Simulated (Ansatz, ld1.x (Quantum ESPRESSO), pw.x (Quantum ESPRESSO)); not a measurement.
# What a changed setting does to a pw.x run (fcc Mg)

Potential: norm-conserving Troullier–Martins (Kleinman–Bylander form), ld1.x (Quantum ESPRESSO) 7.5, PBE; core [Ne], reference 3s2 3p0; waves: 3p (bound, empty): rc 2.50 bohr; 3d channel at 0.05 Ry: rc 2.60 bohr; 3s (bound): rc 2.46 bohr; local part: the s channel; core correction: none.

The reference run (k-mesh 13³, cutoffs 35/140 Ry, Fermi–Dirac 0.01 Ry, mixing_beta 0.4, conv_thr 1e-9, no spin) gives -0.29 GPa at 23.198 Å³/atom, where all-electron LAPW gives -0.07 GPa. This run, with its own iteration cap, changes nbnd to 4.

```
&control
  calculation='scf', prefix='x', pseudo_dir='./', outdir='./tmp', tstress=.true., disk_io='none'
/
&system
  ibrav=0, nat=1, ntyp=1, ecutwfc=35, ecutrho=140, nbnd=4,
  occupations='smearing', smearing='fd', degauss=0.01
/
&electrons
  conv_thr=1e-09, mixing_beta=0.4, electron_maxstep=70
/
ATOMIC_SPECIES
Mg 1.0 Mg.UPF
CELL_PARAMETERS angstrom
  0.00000000 2.26363734 2.26363734
  2.26363734 0.00000000 2.26363734
  2.26363734 2.26363734 0.00000000
ATOMIC_POSITIONS crystal
Mg 0.0000 0.0000 0.0000
K_POINTS automatic
13 13 13 0 0 0
```

```bash
pw.x < Mg.scf.in > Mg.scf.out
```

Question: How does the run end?

Answer: It converges in 7 iterations; the free energy moves by +0.0 meV/atom and the pressure by +0.00 GPa. The result is that of the reference run.

```
Message from routine setup:
     using ibrav=0 with symmetry is DISCOURAGED, use correct ibrav instead
     lattice parameter (alat)  =       6.0495  a.u.
     unit-cell volume          =     156.5479 (a.u.)^3
     number of electrons       =         2.00
     number of Kohn-Sham states=            4
     kinetic-energy cutoff     =      35.0000  Ry
     charge density cutoff     =     140.0000  Ry
     scf convergence threshold =      1.0E-09
     Exchange-correlation= PBE
     number of k points=    84  Fermi-Dirac smearing, width (Ry)=  0.0100
     iteration #  1     ecut=    35.00 Ry     beta= 0.40
     total energy              =      -1.76621340 Ry
     estimated scf accuracy    <       0.00421555 Ry
     iteration #  2     ecut=    35.00 Ry     beta= 0.40
     total energy              =      -1.76687961 Ry
     estimated scf accuracy    <       0.00159659 Ry
     iteration #  3     ecut=    35.00 Ry     beta= 0.40
     total energy              =      -1.76700257 Ry
     estimated scf accuracy    <       0.00000164 Ry
     iteration #  4     ecut=    35.00 Ry     beta= 0.40
     total energy              =      -1.76703062 Ry
     estimated scf accuracy    <       0.00000045 Ry
     iteration #  5     ecut=    35.00 Ry     beta= 0.40
     total energy              =      -1.76703097 Ry
     estimated scf accuracy    <       0.00000002 Ry
     iteration #  6     ecut=    35.00 Ry     beta= 0.40
     total energy              =      -1.76703102 Ry
     estimated scf accuracy    <          2.1E-09 Ry
     iteration #  7     ecut=    35.00 Ry     beta= 0.40
     the Fermi energy is     3.5780 ev
!    total energy              =      -1.76703102 Ry
     estimated scf accuracy    <          3.6E-11 Ry
     smearing contrib. (-TS)   =      -0.00200628 Ry
     The total energy is F=E-TS. E is the sum of the following terms:
     one-electron contribution =       1.22974890 Ry
     hartree contribution      =       0.00503698 Ry
     xc contribution           =      -0.85617698 Ry
     ewald contribution        =      -2.14363365 Ry
     convergence has been achieved in   7 iterations
          total   stress  (Ry/bohr**3)                   (kbar)     P=       -2.86
     Message from routine punch:
     Nothing written, as per user request (disk_io='none')
```

The run took about 2.8 s on one core of a shared host (Neoverse-V1, 32 threads, 247 GiB, load 18).
